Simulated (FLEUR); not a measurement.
# TaN (Fm-3m) in FLEUR: further runs, part 2 of 2

FLEUR MaX-R8.1 (later development tree).

**3. Band structure, PBEsol, spin-orbit coupling, no magnetisation**

Changes to inp.xml since step 2:

```diff
@@ -6,3 +6,3 @@
    <calculationSetup>
-      <cutoffs Kmax="4.86" Gmax="15.1" GmaxXC="15.1" numbands="0"/>
+      <cutoffs Kmax="4.86" Gmax="15.1" GmaxXC="15.1" numbands="all"/>
       <scfLoop itmax="60" minDistance="0.00001" maxIterBroyd="15" imix="Anderson" alpha="0.05" precondParam="0.0" spinf="2.0" sdNocoIR="T"/>
@@ -11,3 +11,3 @@
       <magnetism jspins="1"/>
-      <soc l_soc="F" theta="0.0" phi="0.0" spav="F"/>
+      <soc l_soc="T" theta="0.0" phi="0.0" spav="F"/>
       <expertModes spex="0" secvar="F"/>
```

crystal.txt

```
TaN
&input cartesian=F /
0.0000000000  2.2113230000  2.2113230000
2.2113230000  0.0000000000  2.2113230000
2.2113230000  2.2113230000  0.0000000000
1.8897261246
1.0 1.0 1.0

2
73 0.5000000000  0.5000000000  0.5000000000
7 0.0000000000  0.0000000000  0.0000000000

&soc 0.0 0.0 /
&kpt div1=8 div2=8 div3=8 gamma=T /
```

Changes to inp.xml (bands) since step 2:

```diff
@@ -6,3 +6,3 @@
    <calculationSetup>
-      <cutoffs Kmax="4.86" Gmax="15.1" GmaxXC="15.1" numbands="0"/>
+      <cutoffs Kmax="4.86" Gmax="15.1" GmaxXC="15.1" numbands="all"/>
       <scfLoop itmax="60" minDistance="0.00001" maxIterBroyd="15" imix="Anderson" alpha="0.05" precondParam="0.0" spinf="2.0" sdNocoIR="T"/>
@@ -11,3 +11,3 @@
       <magnetism jspins="1"/>
-      <soc l_soc="F" theta="0.0" phi="0.0" spav="F"/>
+      <soc l_soc="T" theta="0.0" phi="0.0" spav="F"/>
       <expertModes spex="0" secvar="F"/>
```

Potentials or basis: all-electron, FLAPW.

Run with:

```
$ inpgen -f crystal.txt -profile fastHighL
$ # inp.xml edited to the form shown
$ fleur_MPI
$ fleur_MPI   # second run, on inp.xml (bands)
```

Run time: 22 min. Hardware: 1 thread of Arm Neoverse V2, shared host; peak memory 0.38 GiB.

Results (log left out):

```yaml
Free_energy: -426569.6876 eV
Band_gap_along_the_path: none (metal or under the smearing width)
Valence_electrons_inside_the_program's_atomic_spheres: Ta 24.59; N 3.58 (radii Ta 2.39, N 1.48 bohr)
```

Levels at the corners of the path, in eV from the Fermi level:
```
point  band 28  band 29  band 30  band 31  band 32  band 33  band 34  band 35  band 36  band 37
    Γ    -3.69    -3.69    -3.69    -2.26    -2.26    -2.26    -2.26    -1.88    -1.88     0.04
    X    -5.41    -4.68    -4.68    -4.38    -4.38     1.98     1.98     3.12     3.12     3.69
    W    -6.98    -6.44    -6.44    -0.29    -0.29    -0.14    -0.14     3.28     3.28     4.11
    K    -6.74    -6.05    -6.05    -2.22    -2.22     2.22     2.22     2.57     2.57     4.47
    Γ    -3.69    -3.69    -3.69    -2.26    -2.26    -2.26    -2.26    -1.88    -1.88     0.04
    L    -7.53    -7.45    -7.45     1.67     1.67     1.74     1.74     2.15     2.15     3.67
    U    -6.74    -6.05    -6.05    -2.22    -2.22     2.22     2.22     2.57     2.57     4.47
    W    -6.98    -6.44    -6.44    -0.29    -0.29    -0.14    -0.14     3.28     3.28     4.11
    L    -7.53    -7.45    -7.45     1.67     1.67     1.74     1.74     2.15     2.15     3.67
    K    -6.74    -6.05    -6.05    -2.22    -2.22     2.22     2.22     2.57     2.57     4.47
    U    -6.74    -6.05    -6.05    -2.22    -2.22     2.22     2.22     2.57     2.57     4.47
    X    -5.41    -4.68    -4.68    -4.38    -4.38     1.98     1.98     3.12     3.12     3.69
```

Core levels (eV from the Fermi level):
```
atom                                                                                                                                                                                                          levels
1 Ta  1s1/2 -67251.5, 2s1/2 -11544.5, 2p1/2 -11032.8, 2p3/2 -9763.2, 3s1/2 -2641.7, 3p1/2 -2414.5, 3p3/2 -2141.2, 4s1/2 -535.6, 3d3/2 -1757.5, 3d5/2 -1698.0, 4p1/2 -441.9, 4p3/2 -378.9, 4d3/2 -225.1, 4d5/2 -213.5
 2 N                                                                                                                                                                                                    1s1/2 -377.0
```
